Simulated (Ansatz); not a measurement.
# KBr (Fm-3m) in Ansatz: a series of runs

The runs below take KBr through single point, with PBE.

Program: Ansatz 0.2.0. These are calculated values, not measurements. Logs are shortened: lines on timing, memory, paths and dates and some standing lists are left out, and cuts for length are marked.

## Step 1: The crystal as given

Symmetry: Fm-3m, No. 225, cubic system. Conventional cell: a = 6.600 Å, b = 6.600 Å, c = 6.600 Å, α = 90.00°, β = 90.00°, γ = 90.00°. Around Br (site symmetry m-3m) lie 6 K at 3.30 Å. Around K (site symmetry m-3m) lie 6 Br at 3.30 Å.

## Step 2: Single point, PBE

Contents of input.yaml:

```yaml
crystal:
  lattice:
    - [0.0, 3.3, 3.3]
    - [3.3, 0.0, 3.3]
    - [3.3, 3.3, 0.0]
  atoms:
    - { symbol: Br, position: [0.5, 0.5, 0.5] }
    - { symbol: K, position: [0.0, 0.0, 0.0] }
hamiltonian:
  xc: pbe
  pseudopotentials: { kind: paw }
kpoints:
  mp_grid: { grid: [7, 7, 7] }
scf:
  occupations: { method: gaussian, width: 0.016 }
output:
  forces: true
  stress: true
  eigenvalues: true
```

Potentials or basis: Ansatz PAW.

Started as:

```bash
ansatz run input.yaml --threads 2 --pin off --max-ram 5632MiB --backend cpu --events-out ev --progress --plain --runs-dir out
```

What it wrote:

```text
Warning: RAYON_NUM_THREADS=2 ignored (pool sized by the plan → 2); use --threads N
Engine: ansatz 0.2.0, x86_64-unknown-linux-gnu
Pseudopotentials: kind: paw
Pseudopotential: Br, paw, valence charge 7, recommended cutoff 420 eV (normal), Br.paw.azcp
Pseudopotential: K, paw, valence charge 9, recommended cutoff 420 eV (normal), K.paw.azcp
Functional definition: PBE
  parameter kappa = 0.804
  parameter beta = 0.06672455060314922
  exchange = pbe_x(kappa = kappa, mu = beta*pi^2/3)
  correlation = pbe_c(beta = beta)
Crystal: 2 atoms, lattice volume = 71.874 Å³
Basis set: ecut = 420 eV, 1411 PW (Γ), exchange–correlation on 64×64×64 points (8 copies of the dense FFT grid, shifted against one another)
Bands: 12, of which v1, the nominal top of the filled ones, is band 8 counted from 1 (7 counted from 0)
Symmetry: 48 space group operations
Space group: Fm-3m (ITA 225), of the structure as read, at distance tolerance 4.2e-5 Å
k-points: 20 of 343
Non-local potential: Br, projectors of the file, l = 0: 2, l = 1: 2, l = 2: 2
Non-local potential: K, projectors of the file, l = 0: 3, l = 1: 2, l = 2: 2
PAW form: soft (Blöchl's): semilocal exchange-correlation on the pseudo side does not see the compensation charge
PAW one-centre angular grid: Br, 110 points (default); XC on 64 Gauss nodes
PAW one-centre angular grid: K, 110 points (default); XC on 64 Gauss nodes
Initial density: superposition of atomic densities (neutral atoms: chi_scale 0, normalization atom), corrected by the library's trained network
Initial wavefunctions: pseudopotential atomic-orbital guess
Functional: x = pbe(κ = 0.804, μ = 0.2195149727645171), c = pbe(β = 0.06672455060314922)
SCF iter   1: F=—  HF=-4324.496735 eV  |F-HF|=—  |Δ(HF+E_count)|=         —  Δρ=1.58e-4  dr2=1.52e-5  ethr=1.77e-3  ⟨swp⟩=7.2  Hψ=1721  notcnv=0
preconditioner: auto → none  [insulator: Δε(μ)=4.426 eV  Ē_g=14.770 eV  σ=0.016 eV  W_gap=1.00  n_scr=14 (ndim 8)  ℏωp=16.4 eV  f_vac=0.056  D(μ)=0.00/eV (n_scr^D=0)  ε∞_Penn≈2.2]
SCF iter   2: F=—  HF=-4324.496532 eV  |F-HF|=—  |Δ(HF+E_count)|=   2.03e-4  Δρ=1.61e-4  dr2=2.94e-5  ethr=9.49e-8  ⟨swp⟩=3.2  Hψ=760  notcnv=0
SCF iter   3: F=—  HF=-4324.496532 eV  |F-HF|=—  |Δ(HF+E_count)|=   4.70e-7  Δρ=6.18e-5  dr2=2.51e-6  ethr=9.49e-8  ⟨swp⟩=2.0  Hψ=380  notcnv=0
SCF iter   4: F=—  HF=-4324.496538 eV  |F-HF|=—  |Δ(HF+E_count)|=   5.78e-6  Δρ=2.04e-5  dr2=3.08e-7  ethr=1.57e-8  ⟨swp⟩=2.0  Hψ=380  notcnv=0
iter 5 did not close the SCF: its close was put off for the readings that it lacked (scf_convergence_deferred on its scf_iter line)
SCF iter   5: F=-4324.496538 eV  HF=-4324.496538 eV  |F-HF|=5.24e-8  |Δ(HF+E_count)|=   4.25e-7  Δρ=8.93e-6  dr2=9.01e-8  ethr=1.93e-9  ⟨swp⟩=2.0  Hψ=300  notcnv=0
SCF iter   6: F=-4324.496538 eV  HF=-4324.496538 eV  |F-HF|=8.01e-9  |Δ(HF+E_count)|=   8.36e-9  Δρ=2.97e-6  dr2=1.04e-8  ethr=5.63e-10  ⟨swp⟩=3.0  Hψ=818  notcnv=0
SCF 1 converged in 6 iterations: F = -4324.496538 eV  dr2 = 1.04e-8
SCF converged after 6 iterations
Free energy (F): -4324.496538 eV
Harris-Foulkes:  -4324.496538 eV  (|F-HF|=8.01e-9)
Internal energy: -4324.496538 eV  (E = F + TS)
E sigma→0 (E₀):  -4324.496538 eV
Fermi energy:    3.286830 eV
--- Per-component energies (eV) ---
  E_band       = -133.512052
  E_kinetic    = 388.471927
  E_local      = -838.835019  (includes V_loc(G=0)·N_el)
  E_nonlocal   = 82.864026
  E_hartree    = 271.999476
  E_xc         = -400.625220
  E_vxc        = -269.645515  (∫ρ·V_xc dr)
  E_paw        = -3028.385878  (= ΣΔE_a)
  E_vpaw       = -40.364782  (= ΣTr[D̂ρ^β])
  E_aug_tail   = -0.000004  (compensation charges beyond the density's cutoff)
  E_ewald      = -799.985846
  E_smearing   = -0.000000  (= −TS)
  E_closure    = 0.000000  (closes the sum)
  Σ components = -4324.496538   (vs F -4324.496538, Δ=0.00e0)
--- Forces (eV/Å), atoms counted from 1 ---
  atom   1  Br     0.00000000    -0.00000000    -0.00000000
  atom   2  K     -0.00000000     0.00000000     0.00000000
  max |Σ_I F_I| component: 4.21e-30 eV/Å
--- Stress (GPa, compression-positive) ---
        0.717830      -0.000000       0.000000
       -0.000000       0.717830       0.000000
       -0.000000       0.000000       0.717830
  P = ⅓ Tr σ = 0.7178 GPa (7.178 kbar)
--- Band table (eV; the first three rows and the last of 20) ---
  k-point 0: bands = ["-26.7064", "-11.2228", "-10.1842", "-10.1842", "-10.1842", "1.0691", "1.0691", "1.0691", "5.5045", "8.6734", "8.6734", "8.6734"]
  k-point 1: bands = ["-26.7054", "-11.2618", "-10.1853", "-10.1853", "-10.1321", "0.7872", "1.0019", "1.0019", "6.0042", "8.5530", "8.9127", "8.9127"]
  k-point 2: bands = ["-26.7030", "-11.3386", "-10.1876", "-10.1876", "-10.0252", "0.2755", "0.8589", "0.8589", "6.9977", "8.6281", "9.5686", "9.5686"]
  k-point 19: bands = ["-26.6993", "-11.2369", "-10.2510", "-10.2272", "-10.0833", "0.3954", "0.4443", "0.6509", "8.1222", "8.8526", "9.4030", "10.1076"]
```

It took 0.41 s on 2 threads of Intel Xeon 6975P-C (Granite Rapids), shared host; peak memory 0.36 GiB.

Results:

```yaml
Free_energy: -4324.4965 eV
Pressure: 0.7 GPa
Band_gap_on_the_k_mesh: 4.44 eV, direct
```

Levels at points of the mesh, in eV from the valence-band top:
| k point | band 5 | band 6 | band 7 | band 8 | band 9 | band 10 | band 11 | band 12 |
| --- | --- | --- | --- | --- | --- | --- | --- | --- |
| (0.00, 0.00, 0.00) | -11.25 | 0.00 | 0.00 | 0.00 | 4.44 | 7.60 | 7.60 | 7.60 |

Caveat: odd divisions of the mesh miss points on the zone boundary, where band edges often lie, so the gap on the mesh can be too wide.

## Step 3: Single point, PBE

input.yaml, as its differences from that of step 2:

```diff
@@ -14,3 +14,3 @@
 scf:
-  occupations: { method: gaussian, width: 0.016 }
+  occupations: { method: gaussian, width: 0.017 }
 output:
```

Potentials or basis: Ansatz PAW.

Started as:

```bash
ansatz run input.yaml --threads 2 --pin off --max-ram 5632MiB --backend cpu --events-out ev --progress --plain --runs-dir out
```

What it wrote:

```text
Warning: RAYON_NUM_THREADS=2 ignored (pool sized by the plan → 2); use --threads N
[... 9 set-up lines as earlier in the session ...]
Crystal: 2 atoms, lattice volume = 71.874 Å³
Basis set: ecut = 420 eV, 1411 PW (Γ), exchange–correlation on 64×64×64 points (8 copies of the dense FFT grid, shifted against one another)
Bands: 12, of which v1, the nominal top of the filled ones, is band 8 counted from 1 (7 counted from 0)
[... 1 set-up line as earlier in the session ...]
[... 21 lines left out ...]
Free energy (F): -4324.496538 eV
Harris-Foulkes:  -4324.496538 eV  (|F-HF|=8.00e-9)
Internal energy: -4324.496538 eV  (E = F + TS)
E sigma→0 (E₀):  -4324.496538 eV
Fermi energy:    3.286834 eV
--- Per-component energies (eV) ---
  E_band       = -133.512052
  E_kinetic    = 388.471927
  E_local      = -838.835019  (includes V_loc(G=0)·N_el)
  E_nonlocal   = 82.864025
  E_hartree    = 271.999476
  E_xc         = -400.625220
  E_vxc        = -269.645515  (∫ρ·V_xc dr)
  E_paw        = -3028.385878  (= ΣΔE_a)
  E_vpaw       = -40.364782  (= ΣTr[D̂ρ^β])
  E_aug_tail   = -0.000004  (compensation charges beyond the density's cutoff)
  E_ewald      = -799.985846
  E_smearing   = -0.000000  (= −TS)
  E_closure    = 0.000000  (closes the sum)
  Σ components = -4324.496538   (vs F -4324.496538, Δ=0.00e0)
--- Forces (eV/Å), atoms counted from 1 ---
  atom   1  Br     0.00000000    -0.00000000    -0.00000000
  atom   2  K     -0.00000000     0.00000000     0.00000000
  max |Σ_I F_I| component: 4.31e-30 eV/Å
--- Stress (GPa, compression-positive) ---
        0.717830       0.000000       0.000000
        0.000000       0.717830       0.000000
        0.000000       0.000000       0.717830
  P = ⅓ Tr σ = 0.7178 GPa (7.178 kbar)
--- Band table (eV; the first three rows and the last of 20) ---
  k-point 0: bands = ["-26.7064", "-11.2228", "-10.1842", "-10.1842", "-10.1842", "1.0691", "1.0691", "1.0691", "5.5045", "8.6734", "8.6734", "8.6734"]
  k-point 1: bands = ["-26.7054", "-11.2618", "-10.1853", "-10.1853", "-10.1321", "0.7872", "1.0019", "1.0019", "6.0042", "8.5530", "8.9127", "8.9127"]
  k-point 2: bands = ["-26.7030", "-11.3386", "-10.1876", "-10.1876", "-10.0252", "0.2755", "0.8589", "0.8589", "6.9977", "8.6281", "9.5686", "9.5686"]
  k-point 19: bands = ["-26.6993", "-11.2369", "-10.2510", "-10.2272", "-10.0833", "0.3954", "0.4443", "0.6509", "8.1222", "8.8526", "9.4030", "10.1076"]
```

It took 0.43 s on 2 threads of Intel Xeon 6975P-C (Granite Rapids), shared host; peak memory 0.36 GiB.

What came out:

| Item | Value |
| --- | --- |
| Free energy | -4324.4965 eV |
| Pressure | 0.7 GPa |
| Band gap on the k mesh | 4.44 eV, direct |

Caveat: odd divisions of the mesh miss points on the zone boundary, where band edges often lie, so the gap on the mesh can be too wide.
